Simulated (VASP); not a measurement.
# Pb (P6_3/mmc) in VASP: notebook

Runs on Pb. Level: PBE. Tasks: single point, relaxation of cell and atoms.

All numbers are computed with VASP 6.6.1; they aren't measurements. Logs are shortened: lines on timing, memory, paths and dates and some standing lists are left out, and cuts for length are marked.

## (1) Starting point

The structure is hexagonal, space group P6_3/mmc (No. 194). Conventional cell: a = 3.530 Å, b = 3.530 Å, c = 5.926 Å, α = 90.00°, β = 90.00°, γ = 120.00°. Pb (site symmetry -6m2) is surrounded by 12 Pb at 3.53 to 3.60 Å.

The cell was built by a generator and needn't be a form met in nature.

## (2) Single point, PBE

The input, INCAR:

```
PREC = Accurate
ENCUT = 520
EDIFF = 1E-6
ISMEAR = 0
SIGMA = 0.05
LREAL = False
LASPH = True
NELM = 60
ALGO = Normal
ISIF = 2
LWAVE = False
LCHARG = False
GGA = PE
NBANDS = 21
```

The input, KPOINTS:

```
regular mesh
0
Gamma
  6 6 4
```

The input, POSCAR:

```
Pb
1.0
    3.5302448889      0.0000000000      0.0000000000
   -1.7651224444      3.0572817554      0.0000000000
    0.0000000000      0.0000000000      5.9262078333
Pb
2
Direct
    0.3333333333      0.6666666667      0.7500000000
    0.6666666667      0.3333333333      0.2500000000
```

Potentials or basis: VASP PAW PBE potentials, release 64 (Pb_d).

The run is started by

```sh
> cat potpaw_PBE.64/Pb_d/POTCAR > POTCAR
> mpirun -np 1 vasp_std > vasp.out
```

OUTCAR:

```text
PREC = Accurate
   ENCUT = 520
   EDIFF = 1E-6
   ISMEAR = 0
   LREAL = False
   LASPH = True
   NELM = 60
   ISIF = 2
   GGA = PE

 ion  position               nearest neighbor table
   1  0.333  0.667  0.750-   2 3.60   2 3.60   2 3.60   2 3.60   2 3.60   2 3.60
   2  0.667  0.333  0.250-   1 3.60   1 3.60   1 3.60   1 3.60   1 3.60   1 3.60

  LATTYP: Found a hexagonal cell.
 ALAT       =     3.5302448889
 C/A-ratio  =     1.6786959601

  Lattice vectors:

 A1 = (   3.5302448889,   0.0000000000,   0.0000000000)
 A2 = (  -1.7651224444,   3.0572817554,   0.0000000000)
 A3 = (   0.0000000000,   0.0000000000,   5.9262078333)

Analysis of symmetry for initial positions (statically):
=====================================================================
 Subroutine PRICEL returns:
 Original cell was already a primitive cell.

 Routine SETGRP: Setting up the symmetry group for a
 hexagonal supercell.

 Subroutine GETGRP returns: Found 24 space group operations
 (whereof 12 operations were pure point group operations)
 out of a pool of 24 trial point group operations.

The static configuration has the point symmetry D_3d.
 The point group associated with its full space group is D_6h.

Analysis of symmetry for dynamics (positions and initial velocities):
=====================================================================
 Subroutine PRICEL returns:
 Original cell was already a primitive cell.

 Routine SETGRP: Setting up the symmetry group for a
 hexagonal supercell.

 Subroutine GETGRP returns: Found 24 space group operations
 (whereof 12 operations were pure point group operations)
 out of a pool of 24 trial point group operations.

The dynamic configuration has the point symmetry D_3d.
 The point group associated with its full space group is D_6h.

 Subroutine INISYM returns: Found 24 space group operations
 (whereof 12 operations are pure point group operations),
 and found     1 'primitive' translations

----------------------------------------------------------------------------------------

                                     Primitive cell

  volume of cell :      63.9613

  direct lattice vectors                    reciprocal lattice vectors
     3.530244889  0.000000000  0.000000000     0.283266468  0.163543971  0.000000000
    -1.765122444  3.057281755  0.000000000     0.000000000  0.327087943  0.000000000
     0.000000000  0.000000000  5.926207833     0.000000000  0.000000000  0.168741973

  length of vectors
     3.530244889  3.530244889  5.926207833     0.327087943  0.327087943  0.168741973

  position of ions in fractional coordinates (direct lattice)
     0.333333333  0.666666667  0.750000000
     0.666666667  0.333333333  0.250000000

  ion indices of the primitive-cell ions
   primitive index   ion index
                 1           1
                 2           2

----------------------------------------------------------------------------------------

 KPOINTS: regular mesh

Automatic generation of k-mesh.
 Grid dimensions read from file:
 generate k-points for:    6    6    4

 Generating k-lattice:

  Cartesian coordinates                     Fractional coordinates (reciprocal lattice)
     0.047211078  0.027257329  0.000000000     0.166666667  0.000000000  0.000000000
     0.000000000  0.054514657  0.000000000     0.000000000  0.166666667  0.000000000
     0.000000000  0.000000000  0.042185493     0.000000000  0.000000000  0.250000000

  Length of vectors
     0.054514657  0.054514657  0.042185493

  Shift w.r.t. Gamma in fractional coordinates (k-lattice)
     0.000000000  0.000000000  0.000000000

 Subroutine IBZKPT returns following result:
 ===========================================

 Found     21 irreducible k-points:

 Following reciprocal coordinates:
            Coordinates               Weight
  0.000000  0.000000  0.000000      1.000000
  0.166667 -0.000000  0.000000      6.000000
  0.333333  0.000000  0.000000      6.000000
  0.500000  0.000000  0.000000      3.000000
  0.166667  0.166667  0.000000      6.000000
  0.333333  0.166667  0.000000     12.000000
[... 13 lines left out ...]
  0.333333  0.166667  0.500000     12.000000
  0.333333  0.333333  0.500000      2.000000
   k-points           NKPTS =     21   k-points in BZ     NKDIM =     21   number of bands    NBANDS=     21
   number of dos      NEDOS =    301   number of ions     NIONS =      2
   total plane-waves  NPLWV =  37632
   dimension x,y,z NGX =    28 NGY =   28 NGZ =   48
   dimension x,y,z NGXF=    56 NGYF=   56 NGZF=   96
   ions per type =               2
   NGX,Y,Z   is equivalent  to a cutoff of  13.19, 13.19, 13.47 a.u.
   NGXF,Y,Z  is equivalent  to a cutoff of  26.37, 26.37, 26.93 a.u.
 SYSTEM =  unknown system
   PREC   = accura    normal or accurate (medium, high low for compatibility)
   ISTART =      0    job   : 0-new  1-cont  2-samecut
   ICHARG =      2    charge: 1-file 2-atom 10-const
   ISPIN  =      1    spin polarized calculation?
   LNONCOLLINEAR =      F non collinear calculations
   LSORBIT =      F    spin-orbit coupling
   LASPH  =      T    aspherical Exc in radial PAW
   ENCUT  =  520.0 eV  38.22 Ry    6.18 a.u.   6.56  6.56 11.02*2*pi/ulx,y,z
   NELM   =     60;   NELMIN=  2; NELMDL= -5     # of ELM steps
   EDIFF  = 0.1E-05   stopping-criterion for ELM
   LREAL  =      F    real-space projection
   EDIFFG = 0.1E-04   stopping-criterion for IOM
   NSW    =      0    number of steps for IOM
   IBRION =     -1    ionic relax: 0-MD 1-quasi-New 2-CG
   NFREE  =      0    steps in history (QN), initial steepest desc. (CG)
   ISIF   =      2    stress and relaxation
   ISYM   =      2    0-nonsym 1-usesym 2-fastsym
   POTIM  = 0.5000    time-step for ionic-motion
   TEBEG  =    0.0;   TEEND  =   0.0 temperature during run
   PSTRESS=    0.0 pullay stress
   NELECT =      28.0000    total number of electrons
   NUPDOWN=      -1.0000    fix difference up-down
   EMIN   =  10.00;   EMAX   =-10.00  energy-range for DOS
   EFERMI =   0.00;   METHOD = LEGACY
   ISMEAR =     0;   SIGMA  =   0.05  broadening in eV -4-tet -1-fermi 0-gaus
   EFERMI_NEDOS =   21; number of points for ismear=-14 and -15
   IALGO  =     38    algorithm
   IMIX   =      4    mixing-type and parameters
     AMIX     =   0.40;   BMIX     =  1.00
     AMIX_MAG =   1.60;   BMIX_MAG =  1.00
  volume/ion in A,a.u.               =      31.98       215.82
  Fermi-wavevector in a.u.,A,eV,Ry     =   1.243050  2.349023 21.023345  1.545172
  Thomas-Fermi vector in A             =   2.377377
   LORBIT       =      0    0 simple, 1 ext, 2 COOP (PROOUT), +10 PAW based schemes
   GGA     = PE    functional components
   LHFCALC =     F    Hartree Fock is set to
   AEXX    =    0.0000 exact exchange contribution
   IVDW    =     0    specifies the selected vdW correction
   LEPSILON=     F    determine dielectric tensor
   LRPA    =     F    only Hartree local field effects (RPA)
 non-spin polarized calculation
 Gauss-broadening in eV      SIGMA  =   0.05
  energy-cutoff  :      520.00
  volume of cell :       63.96
 maximum number of plane-waves:      1763
 NGX is ok and might be reduce to    28
   NGX = 13   NGY = 13   NGZ = 23

 number of electron      27.9999993 magnetization

 Free energy of the ion-electron system (eV)
  ---------------------------------------------------
  ext. energy  EPLUGINS =         0.00000000
  ---------------------------------------------------
  free energy    TOTEN  =        -7.02615211 eV

  energy without entropy =       -7.02240670  energy(sigma->0) =       -7.02427940

 E-fermi :   6.7533     XC(G=0):  -9.9307

 val. band max:        6.6093507750   @ k =   0.1667   0.1667   0.0000
 cond. band min:       6.7771928323   @ k =   0.3333   0.1667   0.2500
 fundamental gap:      0.1678420573
 Fermi energy:         6.7533467303

 k-point     1 :       0.0000    0.0000    0.0000
  band No.  band energies     occupation
      1     -10.3559      2.00000
      2     -10.3491      2.00000
      3     -10.3255      2.00000
      4     -10.3255      2.00000
      5     -10.3100      2.00000
      6     -10.3100      2.00000
[... 13 lines left out ...]
     20      15.8298      0.00000
     21      17.5602      0.00000

 k-point     2 :       0.1667   -0.0000    0.0000
  band No.  band energies     occupation
      1     -10.3787      2.00000
      2     -10.3241      2.00000
      3     -10.3148      2.00000
      4     -10.2708      2.00000
      5     -10.2702      2.00000
      6     -10.2691      2.00000
[... 13 lines left out ...]
     20      16.2690      0.00000
     21      17.1490      0.00000

 k-point     3 :       0.3333    0.0000    0.0000
  band No.  band energies     occupation
      1     -10.4368      2.00000
      2     -10.3473      2.00000
      3     -10.3355      2.00000
      4     -10.2935      2.00000
      5     -10.2445      2.00000
      6     -10.2121      2.00000
[... 13 lines left out ...]
     20      15.2655      0.00000
     21      16.5978      0.00000

 k-point     4 :       0.5000    0.0000    0.0000
  band No.  band energies     occupation
      1     -10.4644      2.00000
      2     -10.3710      2.00000
      3     -10.3629      2.00000
      4     -10.3085      2.00000
      5     -10.2370      2.00000
      6     -10.2089      2.00000
[... 13 lines left out ...]
     20      14.8923      0.00000
     21      16.3520      0.00000

 k-point     5 :       0.1667    0.1667    0.0000
  band No.  band energies     occupation
      1     -10.3598      2.00000
      2     -10.3507      2.00000
      3     -10.3135      2.00000
      4     -10.2919      2.00000
      5     -10.2694      2.00000
      6     -10.2561      2.00000
[... 13 lines left out ...]
     20      16.2223      0.00000
     21      16.8484      0.00000

 k-point     6 :       0.3333    0.1667    0.0000
  band No.  band energies     occupation
      1     -10.3935      2.00000
      2     -10.3714      2.00000
      3     -10.3092      2.00000
      4     -10.2989      2.00000
      5     -10.2333      2.00000
      6     -10.2328      2.00000
[... 13 lines left out ...]
     20      15.8611      0.00000
     21      18.5633      0.00000

 k-point     7 :       0.3333    0.3333    0.0000
  band No.  band energies     occupation
      1     -10.3916      2.00000
      2     -10.2741      2.00000
      3     -10.2741      2.00000
      4     -10.2682      2.00000
      5     -10.2682      2.00000
      6     -10.2362      2.00000
[... 13 lines left out ...]
     20      20.3894      0.00000
     21      20.3993      0.00000
[... 219 lines left out ...]
      1     -10.3981      2.00000
      2     -10.3981      2.00000
      3     -10.3288      2.00000
      4     -10.3288      2.00000
      5     -10.2142      2.00000
      6     -10.2142      2.00000
[... 13 lines left out ...]
     20      13.7116      0.00000
     21      16.2512      0.00000

 k-point    18 :       0.5000    0.0000    0.5000
  band No.  band energies     occupation
      1     -10.4138      2.00000
      2     -10.4138      2.00000
      3     -10.3597      2.00000
      4     -10.3597      2.00000
      5     -10.2115      2.00000
      6     -10.2115      2.00000
[... 13 lines left out ...]
     20      13.4062      0.00000
     21      14.5473      0.00000

 k-point    19 :       0.1667    0.1667    0.5000
  band No.  band energies     occupation
      1     -10.3595      2.00000
      2     -10.3595      2.00000
      3     -10.3153      2.00000
      4     -10.3153      2.00000
      5     -10.2349      2.00000
      6     -10.2349      2.00000
[... 13 lines left out ...]
     20      16.1546      0.00000
     21      17.9216      0.00000

 k-point    20 :       0.3333    0.1667    0.5000
  band No.  band energies     occupation
      1     -10.3701      2.00000
      2     -10.3701      2.00000
      3     -10.3250      2.00000
      4     -10.3250      2.00000
      5     -10.2321      2.00000
      6     -10.2321      2.00000
[... 13 lines left out ...]
     20      14.8379      0.00000
     21      16.4121      0.00000

 k-point    21 :       0.3333    0.3333    0.5000
  band No.  band energies     occupation
      1     -10.3502      2.00000
      2     -10.3502      2.00000
      3     -10.2667      2.00000
      4     -10.2667      2.00000
      5     -10.2189      2.00000
      6     -10.2189      2.00000
[... 13 lines left out ...]
     20      15.1051      0.00000
     21      15.2076      0.00000

------------------------ aborting loop because EDIFF is reached ----------------------------------------

  FORCE on cell =-STRESS in cart. coord.  units (eV):
  Direction    XX          YY          ZZ          XY          YZ          ZX
  --------------------------------------------------------------------------------------
  -------------------------------------------------------------------------------------
  Total        0.0652613      0.0652613      0.0614008      0.0000000      0.0000000     -0.0000000
  in kB        1.6347425      1.6347425      1.5380385      0.0000000      0.0000000     -0.0000000
  external PRESSURE =       1.6025079 kB  Pullay stress =       0.0000000 kB

 VOLUME and BASIS-vectors are now :
 -----------------------------------------------------------------------------
  energy-cutoff  :      520.00
  volume of cell :       63.96
      direct lattice vectors                 reciprocal lattice vectors
     3.530244889  0.000000000  0.000000000     0.283266468  0.163543971  0.000000000
    -1.765122444  3.057281755  0.000000000     0.000000000  0.327087943  0.000000000
     0.000000000  0.000000000  5.926207833     0.000000000  0.000000000  0.168741973

 POSITION                                       TOTAL-FORCE (eV/Angst)
 -----------------------------------------------------------------------------------
     -0.00000      2.03819      4.44466        -0.000000      0.000000      0.000000
      1.76512      1.01909      1.48155         0.000000     -0.000000      0.000000
 -----------------------------------------------------------------------------------
    total drift:                                0.000000     -0.000000      0.000000

  FREE ENERGIE OF THE ION-ELECTRON SYSTEM (eV)
  ---------------------------------------------------
  free  energy   TOTEN  =        -7.0261521107 eV

  energy  without entropy=       -7.0224066988  energy(sigma->0) =       -7.02427940
```

Wall time 14 s (1 thread of Intel Xeon Platinum 8488C (Sapphire Rapids), shared host); peak memory 0.18 GiB.

What came out:

| Property | Result |
| --- | --- |
| Free energy | -7.0262 eV |
| Pressure | 0.2 GPa |
| Band gap on the k mesh | none (metal or under the smearing width) |

## (3) Relaxation of cell and atoms, PBE

This run uses another cell than the first one, of 30.32 Å³/atom, 0.948 times its volume.

The input, INCAR:

```
PREC     = Accurate       # precision mode
ENCUT    = 600            # plane-wave cutoff, eV
EDIFF    = 1E-7           # SCF threshold, eV
ISMEAR   = 0              # smearing method
SIGMA    = 0.05           # smearing width, eV
LREAL    = F              # projectors in reciprocal space
LASPH    = T              # aspherical terms in the spheres
NELM     = 80             # most SCF steps
ALGO     = Normal         # electronic algorithm
ISIF     = 3              # what is computed and relaxed
LWAVE    = F              # write WAVECAR
LCHARG   = F              # write CHGCAR
GGA      = PE             # functional
IBRION   = 2              # ionic algorithm
NSW      = 80             # ionic steps
EDIFFG   = -0.03          # ionic threshold
```

The input, KPOINTS:

```
Automatic mesh
0
Gamma
  6 6 4
```

The input, POSCAR:

```
Pb
1.0
    3.4999338747      0.0000000000      0.0000000000
   -1.7499669373      3.0310316470      0.0000000000
    0.0000000000      0.0000000000      5.7165586620
Pb
2
Direct
    0.3333333333      0.6666666667      0.7500000000
    0.6666666667      0.3333333333      0.2500000000
```

Potentials or basis: VASP PAW PBE potentials, release 64 (Pb_d).

The run is started by

```sh
> cat potpaw_PBE.64/Pb_d/POTCAR > POTCAR
> mpirun -np 1 vasp_std > vasp.out
```

OUTCAR:

```text
PREC = Accurate
   ENCUT = 600
   EDIFF = 1E-7
   ISMEAR = 0
   LREAL = F
   LASPH = T
   NELM = 80
   ISIF = 3
   GGA = PE
   IBRION = 2
   NSW = 80
   EDIFFG = -0.03

 ion  position               nearest neighbor table
   1  0.333  0.667  0.750-   2 3.50   2 3.50   2 3.50   2 3.50   2 3.50   2 3.50
   2  0.667  0.333  0.250-   1 3.50   1 3.50   1 3.50   1 3.50   1 3.50   1 3.50

  LATTYP: Found a hexagonal cell.
 ALAT       =     3.4999338747
 C/A-ratio  =     1.6333333333

  Lattice vectors:

 A1 = (   3.4999338747,   0.0000000000,   0.0000000000)
 A2 = (  -1.7499669373,   3.0310316470,   0.0000000000)
 A3 = (   0.0000000000,   0.0000000000,   5.7165586620)

Analysis of symmetry for initial positions (statically):
=====================================================================
[... 176 lines left out ...]

 val. band max:        7.2417656125   @ k =   0.3333   0.0000   0.2500
 cond. band min:       7.2578262134   @ k =   0.3333   0.1667   0.2500
 fundamental gap:      0.0160606009
 Fermi energy:         7.2525144334

 k-point     1 :       0.0000    0.0000    0.0000
  band No.  band energies     occupation
      1      -9.8133      2.00000
      2      -9.7838      2.00000
      3      -9.7677      2.00000
      4      -9.7677      2.00000
      5      -9.7469      2.00000
      6      -9.7469      2.00000
[... 501 lines left out ...]
--------------------------------------- Ionic step        3  -------------------------------------------

 number of electron      28.0000001 magnetization

 Free energy of the ion-electron system (eV)
  ---------------------------------------------------
  ext. energy  EPLUGINS =         0.00000000
  ---------------------------------------------------
  free energy    TOTEN  =        -7.02126848 eV

  energy without entropy =       -7.01439553  energy(sigma->0) =       -7.01783201

 E-fermi :   6.6697     XC(G=0):  -9.9160

 val. band max:        6.6581779990   @ k =   0.3333   0.0000   0.2500
 cond. band min:       6.6753809774   @ k =   0.3333   0.1667   0.2500
 fundamental gap:      0.0172029784
 Fermi energy:         6.6697007391

 k-point     1 :       0.0000    0.0000    0.0000
  band No.  band energies     occupation
      1     -10.3860      2.00000
      2     -10.3683      2.00000
      3     -10.3556      2.00000
      4     -10.3556      2.00000
      5     -10.3386      2.00000
      6     -10.3386      2.00000
[... 459 lines left out ...]
  FREE ENERGIE OF THE ION-ELECTRON SYSTEM (eV)
  ---------------------------------------------------
  free  energy   TOTEN  =        -7.0212684843 eV

  energy  without entropy=       -7.0143955261  energy(sigma->0) =       -7.01783201

 reached required accuracy - stopping structural energy minimisation
```

OSZICAR:

```text
N       E                     dE             d eps       ncg     rms          rms(c)
DAV:   1     0.292694238717E+03    0.29269E+03   -0.15867E+04   756   0.207E+03
DAV:   2     0.128707277756E+02   -0.27982E+03   -0.27652E+03   758   0.456E+02
DAV:   3    -0.644201730969E+01   -0.19313E+02   -0.18829E+02   928   0.148E+02
[... 27 lines left out ...]
DAV:   5    -0.702126153775E+01   -0.59464E-04   -0.18869E-04   842   0.134E-01    0.154E-02
DAV:   6    -0.702127021263E+01   -0.86749E-05   -0.24824E-05   840   0.696E-02    0.209E-03
DAV:   7    -0.702126867650E+01    0.15361E-05   -0.14461E-06   790   0.123E-02    0.784E-04
DAV:   8    -0.702126839082E+01    0.28568E-06   -0.54080E-08   404   0.233E-03    0.199E-04
DAV:   9    -0.702126848435E+01   -0.93527E-07   -0.16409E-08   378   0.197E-03
   3 F= -.70212685E+01 E0= -.70178320E+01  d E =-.281165E-01
```

Run time: 38 s. Hardware: 1 thread of Intel Xeon Platinum 8488C (Sapphire Rapids), shared host; peak memory 0.2 GiB.

Results:

- Free energy: -7.0213 eV
- Relaxed volume: 32.09 Å³/atom
- Relaxed cell: a = 3.566 Å, b = 3.566 Å, c = 5.827 Å, α = 90.00°, β = 90.00°, γ = 120.00°
- Space group after relaxing (to 0.05 Å): P6_3/mmc (No. 194)
- Energy gained by relaxing: 14.1 meV/atom
- Ionic steps: 3
- Pressure after relaxing: 0.0 GPa
- Band gap on the k mesh: none (metal or under the smearing width)

The path:
```
step  energy change (eV)  largest force (eV/Å)  pressure (GPa)  volume (Å³)
   1              0.0000                0.0000            2.68        60.64
   2             -0.0260                0.0000           -0.63        65.21
   3             -0.0281                0.0000            0.01        64.18
```

Final structure:
```yaml
crystal:
  lattice:
    - [3.56613, 0.00000, 0.00000]
    - [-1.78306, 3.08836, 0.00000]
    - [0.00000, 0.00000, 5.82707]
  atoms:
    - { symbol: Pb, position: [0.33333, 0.66667, 0.75000] }
    - { symbol: Pb, position: [0.66667, 0.33333, 0.25000] }
```

Spin-orbit coupling is left out, which matters for the levels of Pb.
